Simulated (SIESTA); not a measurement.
Hf:

```
CELL_PARAMETERS angstrom
3.19670 0.00000 0.00000
-1.59835 2.76842 0.00000
0.00000 0.00000 5.05780
ATOMIC_POSITIONS crystal
Hf 0.66667 0.33333 0.75000
Hf 0.33333 0.66667 0.25000
```

| Item | Value |
| --- | --- |
| Program | SIESTA 5.4.2 |
| Task | single point |
| Functional | PBE |
| Potentials or basis | PseudoDojo 0.4 standard (PBE files) |
| Basis | DZP (energy shift 0.002 Ry) |
| Grid cutoff | 800 Ry |
| Energy shift | 0.002 Ry |
| k mesh | 10 × 10 × 5 |
| Occupations | fermi-dirac, width 0.05 eV |
| Spin | no spin polarisation |

On this cell: pressure 1.2 GPa; largest force under 0.003 eV/Å; band gap on the k mesh none (metal or under the smearing width).

The same run follows on a disturbed copy (atoms moved at random, drawn with an rms of 0.05 Å):

```
CELL_PARAMETERS angstrom
3.19670 0.00000 0.00000
-1.59835 2.76842 0.00000
0.00000 0.00000 5.05780
ATOMIC_POSITIONS crystal
Hf 0.67080 0.34630 0.75451
Hf 0.32565 0.67287 0.24668
```

Q: What does the disturbed cell give?

A: The energy (extrapolated to zero smearing) moves by +2.4 meV/atom; pressure 1.3 GPa; largest force 0.192 eV/Å; band gap on the k mesh none (metal or under the smearing width).

Forces in eV/Å, atoms in the order of the input:
```
Hf  -0.064 -0.043 -0.176
Hf   0.064  0.043  0.176
```

Stress tensor (GPa, compression positive):
```
1.52 0.27 0.05
0.27 1.15 0.03
0.05 0.03 1.09
```

Caveats: semicore shells carry a single zeta, which can move pressures by several GPa and volumes by a few percent; the basis of atomic orbitals isn't converged, which shifts pressures, moduli and gaps.
